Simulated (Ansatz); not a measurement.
**RbBr: an elastic constant from a strain scan**

Theory: Ansatz, DFT PBE, scalar-relativistic, plane waves, PAW. Settings: plane waves to 420 eV, k-mesh 6×6×6 (Γ-centred), Gaussian smearing 0.05 eV. No spin polarisation. Energies are free energies at this smearing, counted from the undisturbed cell; pressure is positive in compression.

Zero of the scan (as given, not relaxed at this level; it stands at 1.0 GPa):

```
Rb Br
1.0
     0.00000    3.42750    3.42750
     3.42750    0.00000    3.42750
     3.42750    3.42750    0.00000
Rb Br
1 1
Direct
  0.00000 0.00000 0.00000
  0.50000 0.50000 0.50000
```

The cell is strained by ε times the Voigt pattern (1, -1, 0, 0, 0, 0) (xx, yy, zz, yz, xz, xy; engineering shear) with fractional coordinates fixed. The cell holds 2 atoms in V0 = 80.53 Å³. The stress column is τ = (1/V0) dE/dε, got from the stress tensor σ (compression positive) at each point as −det(1 + εP) σ : P(1 + εP)⁻¹, with P the pattern as a tensor.

| ε | ΔE (meV/atom) | τ (GPa) |
| --- | --- | --- |
| -0.1312 | 190.008 | -14.203 |
| -0.1125 | 131.254 | -10.917 |
| -0.0937 | 86.219 | -8.239 |
| -0.0750 | 52.786 | -6.060 |
| -0.0562 | 28.585 | -4.237 |
| -0.0375 | 12.398 | -2.687 |
| -0.0187 | 3.035 | -1.298 |
| 0.0000 | 0.000 | 0.000 |
| 0.0187 | 3.035 | 1.298 |
| 0.0375 | 12.398 | 2.687 |
| 0.0562 | 28.585 | 4.237 |
| 0.0750 | 52.786 | 6.060 |
| 0.0937 | 86.219 | 8.239 |
| 0.1125 | 131.254 | 10.917 |
| 0.1312 | 190.008 | 14.203 |
| 0.1500 | ? | ? |

Question: Which combination of elastic constants does this scan measure, and how large is it?

Answer: For small ε, τ = τ0 + Kε with K = pᵀCp, which for this pattern is 2(C11 − C12) in the cubic axes. The parabola through τ at ε = -0.0187, 0 and 0.0187 has slope K = 69 GPa at zero. The energies per cell, E = NΔE, of the same two points give K = 2[E(ε₊)/ε₊ − E(ε₋)/ε₋]/[(ε₊ − ε₋)V0] = 69 GPa, in agreement.

Question: Predict the withheld row at ε = 0.1500 from the harmonic law, and compare.

Answer: ΔE = V0(τ0 ε + Kε²/2)/N = 196.273 meV/atom and τ = 10.41 GPa. The calculation gives 266.439 meV/atom and 18.30 GPa: the energy lies 36 % above the harmonic value.